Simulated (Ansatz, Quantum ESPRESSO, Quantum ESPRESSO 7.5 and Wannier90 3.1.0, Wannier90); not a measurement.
# Ballistic channels from Wannier functions: zigzag B chain, bond 1.55 Å, width 0.6 Å

Wanted: localised orbitals and the quantum conductance of this wire: zigzag B chain, bond 1.55 Å, width 0.6 Å.

Method: plane-wave DFT, PBE, GBRV ultrasoft pseudopotentials (cross-check by Ansatz 0.2.0 with PAW datasets), in Quantum ESPRESSO 7.5 and Wannier90 3.1.0.

Most raw output is cut from this account.

**1. Starting point**

The cell holds 2 atoms: 2 B. Its edges and angles: a = 9.000 Å, b = 8.000 Å, c = 2.858 Å, α = 90.0°, β = 90.0°, γ = 90.0°. Vacuum lies along a and b. The structure's axis is c.

**2. Ground state**

Input file scf.in:

```
&control
  prefix = 'scf'
  outdir = './out'
  pseudo_dir = './pseudo'
  calculation = 'scf'
  tprnfor = .true.
/
&system
  ibrav = 0
  nat = 2
  ntyp = 1
  ecutwfc = 34
  ecutrho = 170
  occupations = 'smearing'
  smearing = 'mv'
  degauss = 0.005
/
&electrons
  conv_thr = 1e-07
  mixing_beta = 0.4
  electron_maxstep = 120
  mixing_mode = 'local-TF'
/
ATOMIC_SPECIES
  B   10.8100  b_pbe_v1.4.uspp.F.UPF
CELL_PARAMETERS angstrom
  9.00000000000000 0.00000000000000 0.00000000000000
  0.00000000000000 8.00000000000000 0.00000000000000
  0.00000000000000 0.00000000000000 2.85832118559129
ATOMIC_POSITIONS crystal
  B   -0.033333333300 0.000000000000 0.000000000000
  B   0.033333333300 0.000000000000 0.500000000000
K_POINTS automatic
  1 1 24 0 0 0
```

The run is started by

```bash
$ OMP_NUM_THREADS=1 mpirun -n 4 pw.x -nk 2 -in scf.in > scf.out
```

Wall time 3.5 s (4 MPI ranks of Arm Neoverse V2, shared host); peak memory 0.25 GiB.

This step gave:

```
free energy  : -169.5742 eV
Fermi energy : -4.626 eV
```

The run needed 10 iterations to bring the estimated error under 1e-07 Ry; the largest force on any atom, held or free, is 2.93 eV/Å.

**3. Full uniform mesh without symmetry**

Wannier90 needs the states on a whole uniform mesh, listed point by point, without symmetry.

Input file nscf.in:

```
&control
  prefix = 'nscf'
  outdir = './out'
  pseudo_dir = './pseudo'
  calculation = 'nscf'
/
&system
  ibrav = 0
  nat = 2
  ntyp = 1
  ecutwfc = 34
  ecutrho = 170
  occupations = 'smearing'
  smearing = 'mv'
  degauss = 0.005
  nosym = .true.
  noinv = .true.
  nbnd = 31
/
&electrons
  conv_thr = 1e-08
  mixing_beta = 0.4
  electron_maxstep = 120
  mixing_mode = 'local-TF'
  diago_full_acc = .true.
/
ATOMIC_SPECIES
  B   10.8100  b_pbe_v1.4.uspp.F.UPF
CELL_PARAMETERS angstrom
  9.00000000000000 0.00000000000000 0.00000000000000
  0.00000000000000 8.00000000000000 0.00000000000000
  0.00000000000000 0.00000000000000 2.85832118559129
ATOMIC_POSITIONS crystal
  B   -0.033333333300 0.000000000000 0.000000000000
  B   0.033333333300 0.000000000000 0.500000000000
K_POINTS crystal
12
  0.0000000000 0.0000000000 0.0000000000 0.0833333333
  0.0000000000 0.0000000000 0.0833333333 0.0833333333
  0.0000000000 0.0000000000 0.1666666667 0.0833333333
  0.0000000000 0.0000000000 0.2500000000 0.0833333333
  0.0000000000 0.0000000000 0.3333333333 0.0833333333
  0.0000000000 0.0000000000 0.4166666667 0.0833333333
  0.0000000000 0.0000000000 0.5000000000 0.0833333333
  0.0000000000 0.0000000000 0.5833333333 0.0833333333
  0.0000000000 0.0000000000 0.6666666667 0.0833333333
  0.0000000000 0.0000000000 0.7500000000 0.0833333333
  0.0000000000 0.0000000000 0.8333333333 0.0833333333
  0.0000000000 0.0000000000 0.9166666667 0.0833333333
```

The run is started by

```bash
$ cp -r out/scf.save out/nscf.save
$ cp out/scf.xml out/nscf.xml
$ OMP_NUM_THREADS=1 mpirun -n 4 pw.x -nk 1 -in nscf.in > nscf.out
```

Run time: 6.9 s. Hardware: 4 MPI ranks; peak memory 0.19 GiB.

This step gave:

| Property | Result |
| --- | --- |
| Fermi energy | -4.624 eV |

The program's own clock; routines nest. Time by routine:

| routine | wall time (s) | calls |
| --- | --- | --- |
| PWSCF | 6.37 | 1 |
| electrons | 6.23 | 1 |
| c_bands | 6.23 | 1 |
| cegterg | 6.04 | 34 |
| h_psi | 3.77 | 678 |
| vloc_psi | 3.57 | 678 |
| fftw | 3.25 | 18304 |
| cdiaghg | 0.6 | 644 |
| h_psi:calbec | 0.1 | 678 |
| calbec | 0.1 | 678 |
| add_vuspsi | 0.09 | 678 |
| s_psi | 0.08 | 678 |
| init_run | 0.06 | 1 |
| g_psi | 0.04 | 632 |

**4. Neighbour list from wannier90 -pp, with dis_win_max − E_F = 9.0**

A first try, with customary settings: the .win file sets projections and windows, and states in the frozen window are kept exactly.

Input file wan_try.win:

```
num_wann = 8
num_bands = 31
num_iter = 200
num_print_cycles = 20
conv_tol = 1e-8
conv_window = 5
guiding_centres = true
dis_num_iter = 1500
dis_conv_tol = 1e-8
dis_win_min = -15.6263
dis_win_max = 4.3737
dis_froz_max = -3.1263
search_shells = 120
fermi_energy = -4.6263

transport = true
transport_mode = bulk
one_dim_axis = z
dist_cutoff = 17.05
dist_cutoff_mode = one_dim
tran_win_min = -4.0
tran_win_max = 2.0
tran_energy_step = 0.02

bands_plot = true
bands_num_points = 96
begin kpoint_path
G 0.0 0.0 0.0 Z 0.0 0.0 0.5
end kpoint_path

begin projections
B:s;p
end projections

begin unit_cell_cart
ang
  9.0000000000 0.0000000000 0.0000000000
  0.0000000000 8.0000000000 0.0000000000
  0.0000000000 0.0000000000 2.8583211856
end unit_cell_cart

begin atoms_frac
  B  -0.0333333333 0.0000000000 0.0000000000
  B  0.0333333333 0.0000000000 0.5000000000
end atoms_frac

mp_grid = 1 1 12
begin kpoints
  0.0 0.0 0.0000000000
  0.0 0.0 0.0833333333
  0.0 0.0 0.1666666667
  0.0 0.0 0.2500000000
  0.0 0.0 0.3333333333
  0.0 0.0 0.4166666667
  0.0 0.0 0.5000000000
  0.0 0.0 0.5833333333
  0.0 0.0 0.6666666667
  0.0 0.0 0.7500000000
  0.0 0.0 0.8333333333
  0.0 0.0 0.9166666667
end kpoints
```

The run is started by

```bash
$ OMP_NUM_THREADS=1 wannier90.x -pp wan_try > wan_try.pp.log
```

Elapsed: 0.48 s, on 1 MPI rank; peak memory 0.09 GiB.

**5. Overlaps and projections**

The follow-up step for that run.

Input file wan_try.p2w.in:

```
&inputpp
  prefix = 'nscf'
  outdir = './out'
  seedname = 'wan_try'
  write_mmn = .true.
  write_amn = .true.
  write_unk = .false.
/
```

The run is started by

```bash
$ OMP_NUM_THREADS=1 mpirun -n 4 pw2wannier90.x -in wan_try.p2w.in > wan_try.p2w.out
```

It took 2.4 s on 4 MPI ranks; peak memory 0.17 GiB.

**6. Wannier functions and transport, with dis_win_max − E_F = 9.0**

wan_try.win is that of step 4.

The run is started by

```bash
$ OMP_NUM_THREADS=1 wannier90.x wan_try > wan_try.run.log
```

Elapsed: 0.52 s, on 1 MPI rank; peak memory 0.09 GiB.

The program refused the input before any cycle.

The fault put into the input: an outer window with fewer states than Wannier functions at some k (dis_win_max − E_F = 9.0).

The outer window must hold at least num_wann states at every k: widen it, with enough bands computed to fill it.

**7. Neighbour list from wannier90 -pp**

The cure tried: a wider outer window, at both ends where needed.

The .win file sets projections and windows: states in the frozen window are kept exactly, the outer window gives room to disentangle.

wan.win is the input of step 6 with these lines changed:

```diff
@@ -9,4 +9,4 @@
 dis_conv_tol = 1e-8
-dis_win_min = -15.6263
-dis_win_max = 4.3737
+dis_win_min = -25.6263
+dis_win_max = 15.3737
 dis_froz_max = -3.1263
```

The run is started by

```bash
$ OMP_NUM_THREADS=1 wannier90.x -pp wan > wan.pp.log
```

It took 0.48 s on 1 MPI rank; peak memory 0.09 GiB.

**8. Overlaps and projections**

pw2wannier90.x computes the overlaps between neighbouring k-points and the projections.

wan.p2w.in is the input of step 5 with these lines changed:

```diff
@@ -3,3 +3,3 @@
   outdir = './out'
-  seedname = 'wan_try'
+  seedname = 'wan'
   write_mmn = .true.
```

The run is started by

```bash
$ OMP_NUM_THREADS=1 mpirun -n 4 pw2wannier90.x -in wan.p2w.in > wan.p2w.out
```

It took 2.4 s on 4 MPI ranks; peak memory 0.17 GiB.

**9. Localisation, bands and conductance**

After disentangling and localising, transport_mode = bulk builds principal layers from hoppings within dist_cutoff and counts open channels.

wan.win is that of step 7.

The run is started by

```bash
$ OMP_NUM_THREADS=1 wannier90.x wan > wan.run.log
```

It took 6.8 s on 1 MPI rank; peak memory 0.09 GiB.

Read from the output:

| Property | Result |
| --- | --- |
| lead channels at the Fermi level, one spin | 2.000 |
| total spread | 10.33 Å² |
| gauge-invariant spread | 8.517 Å² |
| largest misfit to plane-wave levels between mesh points, inside the frozen window | 0.004965 eV |

Per spin. Quantum conductance of the perfect wire, open channels against energy, zero at the Fermi level:

```csv
energy (eV),"quantum conductance of the perfect wire, open channels"
-4.000,1
-3.800,1
-3.600,1
-3.400,1
-3.200,1
-3.000,1
-2.800,1
-2.600,1
-2.400,1
-2.200,1
-2.000,1
-1.800,1
-1.600,1
-1.400,1
-1.200,0.00185
-1.020,5.3e-7
-0.800,1
-0.600,3
-0.400,2
-0.200,2
0.000,2
0.200,2
0.400,2
0.600,2
0.800,2
1.000,2
1.200,2
1.400,2
1.600,2
1.800,2
2.000,2
```

Wannier functions:

```
no.     x (Å)     y (Å)     z (Å)  spread (Å²)
  1    0.3247    -1.262  0.003014        2.267
  2  -3.53e-4  -0.06564     3.574       0.8297
  3   -0.7501    -0.246  -2.47e-4        1.016
  4   -0.4842    0.5832  -1.00e-6        1.051
  5    -0.318    -1.272     1.426        2.265
  6  -3.29e-4   -0.0655     5.001       0.8297
  7    0.7498   -0.2457     1.429        1.016
  8    0.4844    0.5835     1.429        1.051
```

Electronic bands along the path, in eV, zero at the Fermi level; # counts the bands kept:

```
  point     #1     #2     #3     #4    #5    #6     #7
      Γ  -8.29  -1.22  -0.96  -0.53  6.71  8.64   9.83
halfway  -7.57  -2.57  -0.18   0.10  5.30  7.60   9.28
      Z  -5.50  -5.50   2.30   2.30  3.26  3.26  11.58
```

Bands and channels are those of the Wannier model: bands that were not projected, and all outside the frozen window, are missing or only approximate.

Disentanglement stopped at its cap on iterations, so these spreads are not final.

**10. Neighbour list from wannier90 -pp, with dis_win_max − E_F = 14.0**

How much does a setting matter? One run is repeated with a change.

wan_w.win is the input of step 9 with these lines changed:

```diff
@@ -10,3 +10,3 @@
 dis_win_min = -25.6263
-dis_win_max = 15.3737
+dis_win_max = 9.3737
 dis_froz_max = -3.1263
```

The run is started by

```bash
$ OMP_NUM_THREADS=1 wannier90.x -pp wan_w > wan_w.pp.log
```

Elapsed: 0.47 s, on 1 MPI rank; peak memory 0.09 GiB.

**11. Overlaps and projections**

Input file wan_w.p2w.in:

```
&inputpp
  prefix = 'nscf'
  outdir = './out'
  seedname = 'wan_w'
  write_mmn = .true.
  write_amn = .true.
  write_unk = .false.
/
```

The run is started by

```bash
$ OMP_NUM_THREADS=1 mpirun -n 4 pw2wannier90.x -in wan_w.p2w.in > wan_w.p2w.out
```

The job ended after 2.4 s (4 MPI ranks; peak memory 0.17 GiB).

**12. Localisation, bands and conductance, with dis_win_max − E_F = 14.0**

wan_w.win is the input of step 9 with these lines changed:

```diff
@@ -10,3 +10,3 @@
 dis_win_min = -25.6263
-dis_win_max = 15.3737
+dis_win_max = 9.3737
 dis_froz_max = -3.1263
```

The run is started by

```bash
$ OMP_NUM_THREADS=1 wannier90.x wan_w > wan_w.run.log
```

It took 4.7 s on 1 MPI rank; peak memory 0.09 GiB.

The total spread is 11.8 against 10.3 Å². Between −2 and 1.5 eV the channel count differs from the first run's at 0 % of the energies, and at the Fermi level it is 2 against 2.

**13. Cross-check with Ansatz**

As a check, the same structure is run in Ansatz.

Level of this step: plane-wave DFT, PBE, Ansatz PAW (Ansatz 0.2.0).

System of this step: zigzag B chain, bond 1.55 Å, width 0.6 Å, 2 periods. The cell holds 4 atoms: 4 B. Cell: a = 9.000 Å, b = 8.000 Å, c = 5.717 Å, α = 90.0°, β = 90.0°, γ = 90.0°. Vacuum lies along a and b. The structure's axis is c.

Input file input.yaml:

```yaml
crystal:
  lattice:
    - [9.0, 0.0, 0.0]
    - [0.0, 8.0, 0.0]
    - [0.0, 0.0, 5.7166423712]
  atoms:
    - { symbol: B, position: [-0.0333333333, 0.0, 0.0] }
    - { symbol: B, position: [0.0333333333, 0.0, 0.25] }
    - { symbol: B, position: [-0.0333333333, 0.0, 0.5] }
    - { symbol: B, position: [0.0333333333, 0.0, 0.75] }
kpoints:
  mp_grid: { grid: [1, 1, 12] }
hamiltonian:
  xc: pbe
scf:
  occupations: { method: fermi_dirac, width: 0.05 }
  convergence: { dr2_threshold: 1.0e-08 }
output:
  transmission:
    leads: [[0, 0]]
    e_range: [-4.0, 2.0]
    de: 0.05
    kmesh: [1, 1]
    reduced_basis: true
```

The run is started by

```bash
$ ansatz run input.yaml --threads 4 --pin off --max-ram 12288MiB --backend cpu --events-out ev --progress --plain --runs-dir out
```

The job ended after 16 s (4 threads; peak memory 0.52 GiB; 58 s of CPU time).

Read from the output:

```
free energy                                : -614.8221 eV
energy at zero smearing                    : -614.8162 eV
smearing term TS                           : 0.01167 eV
Fermi energy                               : -4.685 eV
symmetry operations                        : 16
lead channels at the Fermi level, one spin : 2
```

Per spin. The open channels by energy, zero at the Fermi level:

```
energy (eV)  open channels
    -4.0000              1
    -3.7500              1
    -3.5000              1
    -3.2500              1
    -3.0000              1
    -2.7500              1
    -2.5000              1
    -2.2500              1
    -2.0000              1
    -1.7500              1
    -1.5000              1
    -1.2500              1
    -1.0000              0
    -0.7500              1
    -0.5000              3
    -0.2500              2
     0.0000              2
     0.2500              2
     0.5000              2
     0.7500              2
     1.0000              2
     1.2500              2
     1.5000              2
     1.7500              2
     2.0000              2
```

**14. A check by hand**

2 channels × 77.48 µS = 155 µS, a two-terminal resistance of 12.906/2 = 6.45 kΩ whatever the wire's length, as long as nothing scatters.

**15. What came out**

| Quantity | Value |
| --- | --- |
| open channels at the Fermi level, per spin | 2 |
| total spread | 10.3 Å² |
| gauge-invariant spread | 8.52 Å² |
| largest band misfit in the frozen window | 0.00496 eV |
| channels at the Fermi level by Ansatz | 2 |

**Reading.** The wire offers 2 channels per spin at the Fermi level. Between -4 and 1.5 eV the channel count from Wannier functions equals that from Ansatz's layer matching at 95 % of the energies; outside the frozen window the Wannier bands are not held to the plane-wave ones. Each plane-wave level in the frozen window has a Wannier level within 0.01 eV; this test doesn't see extra bands that a model may add. Disentanglement stopped at its cap on iterations, so the spreads are not final; the frozen states are kept all the same. The wire is perfect, so the conductance only counts bands: each channel, with its partner of the other spin, carries G₀ = 2e²/h. It was run without spin polarisation, which was not tested. It is as built, with forces up to 2.9 eV/Å; relaxing the bonds would move the band edges.

[Logs are printed without paths, hosts, clocks, repeated set-up lines and the standing remarks that a program may print on its own settings, such as how far it seeks lower states.]

[Hosts, paths, dates, database ids (printed as entryN), source tags and the programs' standing remarks are cut or masked in the printed files.]

[Maps of the electrostatic potential energy from Ansatz leave out the sawtooth potential of an applied field or a dipole correction, so their vacuum need not be flat; planar profiles and work functions include it.]
